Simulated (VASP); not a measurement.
# Ge8H (a cell with a defect) (Germanium) in VASP: notebook

One crystal, Ge8H (a cell with a defect) (Germanium), is run at these levels: PBE; tasks: single point.

Program: VASP 6.6.1. These are calculated values, not measurements. Logs are shortened: lines on timing, memory, paths and dates and some standing lists are left out, and cuts for length are marked.

## 1. Starting point

The cell holds a defect, 9 atoms: a = 8.001 Å, b = 8.001 Å, c = 4.001 Å, α = 60.00°, β = 60.00°, γ = 60.00°.

## 2. Single point, PBE

Contents of INCAR:

```
SYSTEM = Ge8H
PREC = Accurate
ENCUT = 520
EDIFF = 1E-6
ISMEAR = 0
SIGMA = 0.05
LREAL = .FALSE.
LASPH = .TRUE.
NELM = 100
ALGO = Fast
ISIF = 2
LWAVE = .FALSE.
LCHARG = .FALSE.
GGA = PE
NBANDS = 66
```

Contents of KPOINTS:

```
Automatic mesh
0
G
  4 4 4
  0 0 0
```

Contents of POSCAR:

```
Ge8H
1.0
    0.0000000000      5.6578200000      5.6578200000
    5.6578200000      0.0000000000      5.6578200000
    2.8289100000      2.8289100000      0.0000000000
Ge H
8 1
Direct
    0.0000000000      0.0000000000      0.0000000000
    0.1250000000      0.1250000000      0.2500000000
    0.0000000000      0.5000000000      0.0000000000
    0.1250000000      0.6250000000      0.2500000000
    0.5000000000      0.0000000000      0.0000000000
    0.6250000000      0.1250000000      0.2500000000
    0.5000000000      0.5000000000      0.0000000000
    0.6250000000      0.6250000000      0.2500000000
    0.1592173311      0.1592173311      0.6815653379
```

Potentials or basis: VASP PAW PBE potentials, release 64 (Ge_d, H).

On the command line:

```bash
$ cat potpaw_PBE.64/Ge_d/POTCAR potpaw_PBE.64/H/POTCAR > POTCAR
$ mpirun -np 1 vasp_std > vasp.out
```

OUTCAR:

```text
SYSTEM = Ge8H
   PREC = Accurate
   ENCUT = 520
   EDIFF = 1E-6
   ISMEAR = 0
   LREAL = .FALSE.
   LASPH = .TRUE.
   NELM = 100
   ISIF = 2
   GGA = PE

 ion  position               nearest neighbor table
   1  0.000  0.000  0.000-   9 1.80   4 2.45   6 2.45   2 2.45   2 2.45
   2  0.125  0.125  0.250-   1 2.45   1 2.45   3 2.45   5 2.45
   3  0.000  0.500  0.000-   2 2.45   4 2.45   8 2.45   4 2.45
   4  0.125  0.625  0.250-   3 2.45   1 2.45   3 2.45   7 2.45
   5  0.500  0.000  0.000-   2 2.45   6 2.45   8 2.45   6 2.45
   6  0.625  0.125  0.250-   5 2.45   1 2.45   5 2.45   7 2.45
   7  0.500  0.500  0.000-   4 2.45   6 2.45   8 2.45   8 2.45
   8  0.625  0.625  0.250-   7 2.45   3 2.45   5 2.45   7 2.45
   9  0.159  0.159  0.682-   1 1.80

  LATTYP: Found a base centered orthorhombic cell.
 ALAT       =     8.0013657775
 B/A-ratio  =     1.4142135624
 C/A-ratio  =     0.5000000000

  Lattice vectors:

 A1 = (  -2.8289100000,   2.8289100000,  -5.6578200000)
 A2 = (  -2.8289100000,   2.8289100000,   5.6578200000)
 A3 = (   2.8289100000,   2.8289100000,   0.0000000000)

Analysis of symmetry for initial positions (statically):
=====================================================================
 Subroutine PRICEL returns:
 Original cell was already a primitive cell.

 Routine SETGRP: Setting up the symmetry group for a
 base centered orthorhombic supercell.

 Subroutine GETGRP returns: Found  4 space group operations
 (whereof  4 operations were pure point group operations)
 out of a pool of  8 trial point group operations.

The static configuration has the point symmetry C_2v.

Analysis of symmetry for dynamics (positions and initial velocities):
=====================================================================
 Subroutine PRICEL returns:
 Original cell was already a primitive cell.

 Routine SETGRP: Setting up the symmetry group for a
 base centered orthorhombic supercell.

 Subroutine GETGRP returns: Found  4 space group operations
 (whereof  4 operations were pure point group operations)
 out of a pool of  8 trial point group operations.

The dynamic configuration has the point symmetry C_2v.

 Subroutine INISYM returns: Found  4 space group operations
 (whereof  4 operations are pure point group operations),
 and found     1 'primitive' translations

----------------------------------------------------------------------------------------

                                     Primitive cell

  volume of cell :     181.1121

  direct lattice vectors                    reciprocal lattice vectors
     0.000000000  5.657820000  5.657820000    -0.088373260  0.088373260  0.088373260
     5.657820000  0.000000000  5.657820000     0.088373260 -0.088373260  0.088373260
     2.828910000  2.828910000  0.000000000     0.176746521  0.176746521 -0.176746521

  length of vectors
     8.001365777  8.001365777  4.000682889     0.153066977  0.153066977  0.306133954

  position of ions in fractional coordinates (direct lattice)
     0.000000000  0.000000000  0.000000000
     0.125000000  0.125000000  0.250000000
     0.000000000  0.500000000  0.000000000
     0.125000000  0.625000000  0.250000000
     0.500000000  0.000000000  0.000000000
     0.625000000  0.125000000  0.250000000
     0.500000000  0.500000000  0.000000000
     0.625000000  0.625000000  0.250000000
     0.159217331  0.159217331  0.681565338

  ion indices of the primitive-cell ions
   primitive index   ion index
                 1           1
                 2           2
                 3           3
                 4           4
                 5           5
                 6           6
                 7           7
                 8           8
                 9           9

----------------------------------------------------------------------------------------

 KPOINTS: Automatic mesh

Automatic generation of k-mesh.
 Grid dimensions read from file:
 generate k-points for:    4    4    4

 Generating k-lattice:

  Cartesian coordinates                     Fractional coordinates (reciprocal lattice)
    -0.022093315  0.022093315  0.022093315     0.250000000  0.000000000  0.000000000
     0.022093315 -0.022093315  0.022093315     0.000000000  0.250000000  0.000000000
     0.044186630  0.044186630 -0.044186630     0.000000000  0.000000000  0.250000000

  Length of vectors
     0.038266744  0.038266744  0.076533488

  Shift w.r.t. Gamma in fractional coordinates (k-lattice)
     0.000000000  0.000000000  0.000000000

 Subroutine IBZKPT returns following result:
 ===========================================

 Found     21 irreducible k-points:

 Following reciprocal coordinates:
            Coordinates               Weight
  0.000000  0.000000  0.000000      1.000000
  0.250000  0.000000  0.000000      4.000000
  0.500000  0.000000  0.000000      2.000000
  0.250000  0.250000  0.000000      2.000000
  0.500000  0.250000  0.000000      4.000000
 -0.250000  0.250000  0.000000      2.000000
[... 13 lines left out ...]
 -0.250000  0.250000  0.500000      2.000000
  0.500000  0.500000  0.500000      1.000000
   k-points           NKPTS =     21   k-points in BZ     NKDIM =     21   number of bands    NBANDS=     66
   number of dos      NEDOS =    301   number of ions     NIONS =      9
   total plane-waves  NPLWV = 108000
   dimension x,y,z NGX =    60 NGY =   60 NGZ =   30
   dimension x,y,z NGXF=   120 NGYF=  120 NGZF=   60
   ions per type =               8   1
   NGX,Y,Z   is equivalent  to a cutoff of  12.47, 12.47, 12.47 a.u.
   NGXF,Y,Z  is equivalent  to a cutoff of  24.93, 24.93, 24.93 a.u.
 SYSTEM =  Ge8H
   PREC   = accura    normal or accurate (medium, high low for compatibility)
   ISTART =      0    job   : 0-new  1-cont  2-samecut
   ICHARG =      2    charge: 1-file 2-atom 10-const
   ISPIN  =      1    spin polarized calculation?
   LNONCOLLINEAR =      F non collinear calculations
   LSORBIT =      F    spin-orbit coupling
   LASPH  =      T    aspherical Exc in radial PAW
   ENCUT  =  520.0 eV  38.22 Ry    6.18 a.u.  14.88 14.88  7.44*2*pi/ulx,y,z
   NELM   =    100;   NELMIN=  2; NELMDL= -5     # of ELM steps
   EDIFF  = 0.1E-05   stopping-criterion for ELM
   LREAL  =      F    real-space projection
   EDIFFG = 0.1E-04   stopping-criterion for IOM
   NSW    =      0    number of steps for IOM
   IBRION =     -1    ionic relax: 0-MD 1-quasi-New 2-CG
   NFREE  =      0    steps in history (QN), initial steepest desc. (CG)
   ISIF   =      2    stress and relaxation
   ISYM   =      2    0-nonsym 1-usesym 2-fastsym
   POTIM  = 0.5000    time-step for ionic-motion
   TEBEG  =    0.0;   TEEND  =   0.0 temperature during run
   PSTRESS=    0.0 pullay stress
   NELECT =     113.0000    total number of electrons
   NUPDOWN=      -1.0000    fix difference up-down
   EMIN   =  10.00;   EMAX   =-10.00  energy-range for DOS
   EFERMI =   0.00;   METHOD = LEGACY
   ISMEAR =     0;   SIGMA  =   0.05  broadening in eV -4-tet -1-fermi 0-gaus
   EFERMI_NEDOS =   21; number of points for ismear=-14 and -15
   IALGO  =     68    algorithm
   IMIX   =      4    mixing-type and parameters
     AMIX     =   0.40;   BMIX     =  1.00
     AMIX_MAG =   1.60;   BMIX_MAG =  1.00
  volume/ion in A,a.u.               =      20.12       135.80
  Fermi-wavevector in a.u.,A,eV,Ry     =   1.398895  2.643529 26.625347  1.956908
  Thomas-Fermi vector in A             =   2.522008
   LORBIT       =      0    0 simple, 1 ext, 2 COOP (PROOUT), +10 PAW based schemes
   GGA     = PE    functional components
   LHFCALC =     F    Hartree Fock is set to
   AEXX    =    0.0000 exact exchange contribution
   IVDW    =     0    specifies the selected vdW correction
   LEPSILON=     F    determine dielectric tensor
   LRPA    =     F    only Hartree local field effects (RPA)
 non-spin polarized calculation
 RMM-DIIS sequential band-by-band and
 Gauss-broadening in eV      SIGMA  =   0.05
  energy-cutoff  :      520.00
  volume of cell :      181.11
 maximum number of plane-waves:      4920
   NGX = 29   NGY = 29   NGZ = 15

 number of electron     113.0000087 magnetization

 Free energy of the ion-electron system (eV)
  ---------------------------------------------------
  ext. energy  EPLUGINS =         0.00000000
  ---------------------------------------------------
  free energy    TOTEN  =       -37.62210342 eV

  energy without entropy =      -37.61938997  energy(sigma->0) =      -37.62074670

 E-fermi :   5.4143     XC(G=0): -10.0315

 val. band max:        5.3276441289   @ k =   0.5000   0.0000   0.5000
 cond. band min:       5.4160407715   @ k =   0.0000   0.0000   0.0000
 fundamental gap:      0.0883966426
 Fermi energy:         5.4142530196

 k-point     1 :       0.0000    0.0000    0.0000
  band No.  band energies     occupation
      1     -19.9667      2.00000
      2     -19.9171      2.00000
      3     -19.9140      2.00000
      4     -19.8998      2.00000
      5     -19.8487      2.00000
      6     -19.7619      2.00000
[... 58 lines left out ...]
     65       8.0834      0.00000
     66       8.7565      0.00000

 k-point     2 :       0.2500    0.0000    0.0000
  band No.  band energies     occupation
      1     -19.9668      2.00000
      2     -19.9181      2.00000
      3     -19.9148      2.00000
      4     -19.9004      2.00000
      5     -19.8492      2.00000
      6     -19.7653      2.00000
[... 58 lines left out ...]
     65       8.6285      0.00000
     66       8.7637      0.00000

 k-point     3 :       0.5000    0.0000    0.0000
  band No.  band energies     occupation
      1     -19.9670      2.00000
      2     -19.9191      2.00000
      3     -19.9155      2.00000
      4     -19.9009      2.00000
      5     -19.8496      2.00000
      6     -19.7668      2.00000
[... 1231 lines left out ...]
     65      10.7278      0.00000
     66      11.0072      0.00000

 k-point    21 :       0.5000    0.5000    0.5000
  band No.  band energies     occupation
      1     -19.9645      2.00000
      2     -19.9366      2.00000
      3     -19.9244      2.00000
      4     -19.8757      2.00000
      5     -19.8506      2.00000
      6     -19.7424      2.00000
[... 58 lines left out ...]
     65       9.8251      0.00000
     66       9.9083      0.00000

------------------------ aborting loop because EDIFF is reached ----------------------------------------

  FORCE on cell =-STRESS in cart. coord.  units (eV):
  Direction    XX          YY          ZZ          XY          YZ          ZX
  --------------------------------------------------------------------------------------
  -------------------------------------------------------------------------------------
  Total        7.6221797      7.6221797      4.6515964      1.8226533      0.0000000      0.0000000
  in kB       67.4283271     67.4283271     41.1495631     16.1237951      0.0000000      0.0000000
  external PRESSURE =      58.6687391 kB  Pullay stress =       0.0000000 kB

 VOLUME and BASIS-vectors are now :
 -----------------------------------------------------------------------------
  energy-cutoff  :      520.00
  volume of cell :      181.11
      direct lattice vectors                 reciprocal lattice vectors
     0.000000000  5.657820000  5.657820000    -0.088373260  0.088373260  0.088373260
     5.657820000  0.000000000  5.657820000     0.088373260 -0.088373260  0.088373260
     2.828910000  2.828910000  0.000000000     0.176746521  0.176746521 -0.176746521

 POSITION                                       TOTAL-FORCE (eV/Angst)
 -----------------------------------------------------------------------------------
      0.00000      0.00000      0.00000        -0.000000      0.000000     -0.610999
      1.41446      1.41446      1.41446        -0.000000      0.000000      0.540423
      2.82891      0.00000      2.82891         0.167216     -0.167216      0.135366
      4.24336      1.41446      4.24336        -0.232835      0.232835     -0.085411
      0.00000      2.82891      2.82891        -0.167216      0.167216      0.135366
      1.41446      4.24336      4.24336         0.232835     -0.232835     -0.085411
      2.82891      2.82891      5.65782        -0.000000      0.000000      0.057529
      4.24336      4.24336      7.07228        -0.000000      0.000000     -0.086414
      2.82891      2.82891      1.80165        -0.000000      0.000000     -0.000449
 -----------------------------------------------------------------------------------
    total drift:                               -0.000000     -0.000000      0.000010

  FREE ENERGIE OF THE ION-ELECTRON SYSTEM (eV)
  ---------------------------------------------------
  free  energy   TOTEN  =       -37.6221034198 eV

  energy  without entropy=      -37.6193899741  energy(sigma->0) =      -37.62074670
```

It took 3.2 min on 1 thread of AMD EPYC 9R45 (Zen 5), shared host; peak memory 0.36 GiB.

What came out:

* Free energy: -37.6221 eV
* Pressure: 5.9 GPa
* Largest force: 0.611 eV/Å
* Band gap on the k mesh: none (metal or under the smearing width)

Forces on the atoms (eV/Å):
```
Ge   0.000  0.000 -0.611
Ge   0.000  0.000  0.540
Ge   0.167 -0.167  0.135
Ge  -0.233  0.233 -0.085
Ge  -0.167  0.167  0.135
Ge   0.233 -0.233 -0.085
Ge   0.000  0.000  0.058
Ge   0.000  0.000 -0.086
H    0.000  0.000  0.000
```

Caveat: the k mesh is coarse (spacing up to 0.48 Å⁻¹), so the values aren't converged.

## 3. Single point, PBE

INCAR is that of step 2.

KPOINTS is that of step 2.

POSCAR, as its differences from that of step 2:

```diff
@@ -16,2 +16,2 @@
     0.6250000000      0.6250000000      0.2500000000
-    0.1592173311      0.1592173311      0.6815653379
+    0.0907536825      0.2282886341      0.6809576833
```

Potentials or basis: VASP PAW PBE potentials, release 64 (Ge_d, H).

On the command line:

```bash
$ cat potpaw_PBE.64/Ge_d/POTCAR potpaw_PBE.64/H/POTCAR > POTCAR
$ mpirun -np 1 vasp_std > vasp.out
```

OUTCAR:

```text
SYSTEM = Ge8H
   PREC = Accurate
   ENCUT = 520
   EDIFF = 1E-6
   ISMEAR = 0
   LREAL = .FALSE.
   LASPH = .TRUE.
   NELM = 100
   ISIF = 2
   GGA = PE

 ion  position               nearest neighbor table
   1  0.000  0.000  0.000-   9 1.89   4 2.45   6 2.45   2 2.45   2 2.45
   2  0.125  0.125  0.250-   1 2.45   1 2.45   3 2.45   5 2.45
   3  0.000  0.500  0.000-   2 2.45   4 2.45   8 2.45   4 2.45
   4  0.125  0.625  0.250-   3 2.45   1 2.45   3 2.45   7 2.45
   5  0.500  0.000  0.000-   2 2.45   6 2.45   8 2.45   6 2.45
   6  0.625  0.125  0.250-   5 2.45   1 2.45   5 2.45   7 2.45
   7  0.500  0.500  0.000-   4 2.45   6 2.45   8 2.45   8 2.45
   8  0.625  0.625  0.250-   7 2.45   3 2.45   5 2.45   7 2.45
   9  0.091  0.228  0.681-   1 1.89

  LATTYP: Found a base centered orthorhombic cell.
 ALAT       =     8.0013657775
 B/A-ratio  =     1.4142135624
 C/A-ratio  =     0.5000000000

  Lattice vectors:

 A1 = (  -2.8289100000,   2.8289100000,  -5.6578200000)
 A2 = (  -2.8289100000,   2.8289100000,   5.6578200000)
[... 200 lines left out ...]
  band No.  band energies     occupation
      1     -19.8791      2.00000
      2     -19.8512      2.00000
      3     -19.8341      2.00000
      4     -19.8107      2.00000
      5     -19.7703      2.00000
      6     -19.7539      2.00000
[... 1645 lines left out ...]
     65      10.3473      0.00000
     66      10.6277      0.00000

 [... further k-points ...]

------------------------ aborting loop because EDIFF is reached ----------------------------------------

  FORCE on cell =-STRESS in cart. coord.  units (eV):
  Direction    XX          YY          ZZ          XY          YZ          ZX
  --------------------------------------------------------------------------------------
  -------------------------------------------------------------------------------------
  Total        7.2263557      7.2263557      4.2856651      1.8159182     -0.1085465      0.1085464
  in kB       63.9267367     63.9267367     37.9124134     16.0642145     -0.9602380      0.9602372
  external PRESSURE =      55.2552956 kB  Pullay stress =       0.0000000 kB

 VOLUME and BASIS-vectors are now :
 -----------------------------------------------------------------------------
  energy-cutoff  :      520.00
  volume of cell :      181.11
      direct lattice vectors                 reciprocal lattice vectors
     0.000000000  5.657820000  5.657820000    -0.088373260  0.088373260  0.088373260
     5.657820000  0.000000000  5.657820000     0.088373260 -0.088373260  0.088373260
     2.828910000  2.828910000  0.000000000     0.176746521  0.176746521 -0.176746521

 POSITION                                       TOTAL-FORCE (eV/Angst)
 -----------------------------------------------------------------------------------
      0.00000      0.00000      0.00000         0.125941     -0.125941     -0.245088
      1.41446      1.41446      1.41446         0.073517     -0.073517      0.216429
      2.82891      0.00000      2.82891         0.108320     -0.108320      0.104871
      4.24336      1.41446      4.24336        -0.227786      0.227786     -0.062001
      0.00000      2.82891      2.82891        -0.141486      0.141486      0.146800
      1.41446      4.24336      4.24336         0.165457     -0.165457      0.034552
      2.82891      2.82891      5.65782        -0.026229      0.026229      0.022709
      4.24336      4.24336      7.07228         0.033192     -0.033192     -0.090643
      3.21798      2.43984      1.80508        -0.110926      0.110926     -0.127629
 -----------------------------------------------------------------------------------
    total drift:                               -0.000015      0.000015      0.000003

  FREE ENERGIE OF THE ION-ELECTRON SYSTEM (eV)
  ---------------------------------------------------
  free  energy   TOTEN  =       -37.5843660730 eV

  energy  without entropy=      -37.5822232387  energy(sigma->0) =      -37.58329466
```

OSZICAR:

```text
N       E                     dE             d eps       ncg     rms          rms(c)
DAV:   1     0.142146673366E+04    0.14215E+04   -0.51424E+04  4586   0.472E+03
DAV:   2     0.248374822109E+03   -0.11731E+04   -0.11432E+04  3960   0.113E+03
DAV:   3    -0.104172524236E+02   -0.25879E+03   -0.24895E+03  4088   0.273E+02
DAV:   4    -0.369392251099E+02   -0.26522E+02   -0.25635E+02  4518   0.923E+01
DAV:   5    -0.379727077537E+02   -0.10335E+01   -0.10239E+01  4460   0.196E+01    0.665E+00
RMM:   6    -0.376993409934E+02    0.27337E+00   -0.37175E-01  4745   0.337E+00    0.390E+00
RMM:   7    -0.375738737177E+02    0.12547E+00   -0.33448E-01  4877   0.279E+00    0.390E-01
RMM:   8    -0.375812302372E+02   -0.73565E-02   -0.69611E-02  6086   0.134E+00    0.218E-01
RMM:   9    -0.375834856264E+02   -0.22554E-02   -0.12117E-02  5772   0.420E-01    0.196E-01
RMM:  10    -0.375843164176E+02   -0.83079E-03   -0.17926E-03  5426   0.189E-01    0.652E-02
RMM:  11    -0.375843477685E+02   -0.31351E-04   -0.61139E-04  5328   0.104E-01    0.983E-03
RMM:  12    -0.375843637395E+02   -0.15971E-04   -0.13139E-04  5835   0.426E-02    0.552E-03
RMM:  13    -0.375843652677E+02   -0.15282E-05   -0.24871E-05  4085   0.189E-02    0.234E-03
RMM:  14    -0.375843660730E+02   -0.80524E-06   -0.43970E-06  3435   0.882E-03
   1 F= -.37584366E+02 E0= -.37583295E+02  d E =-.214283E-02
```

stdout:

```text
POSCAR found type information on POSCAR GeH
 POSCAR found :  2 types and       9 ions
 scaLAPACK will be used
 LDA part: xc-table for (Slater+PW92), standard interpolation
 POSCAR, INCAR and KPOINTS ok, starting setup
 FFT: planning ... GRIDC
 FFT: planning ... GRID_SOFT
 FFT: planning ... GRID
 WAVECAR not read
 entering main loop
```

Wall time 4.6 min (1 thread of AMD EPYC 9R45 (Zen 5), shared host); peak memory 0.42 GiB.

Results:

- Free energy: -37.5844 eV
- Pressure: 5.5 GPa
- Largest force: 0.328 eV/Å
- Band gap on the k mesh: none (metal or under the smearing width)

Forces on the atoms (eV/Å):
```
Ge   0.126 -0.126 -0.245
Ge   0.074 -0.074  0.216
Ge   0.108 -0.108  0.105
Ge  -0.228  0.228 -0.062
Ge  -0.141  0.141  0.147
Ge   0.165 -0.165  0.035
Ge  -0.026  0.026  0.023
Ge   0.033 -0.033 -0.091
H   -0.111  0.111 -0.128
```

Caveat: the k mesh is coarse (spacing up to 0.48 Å⁻¹), so the values aren't converged.
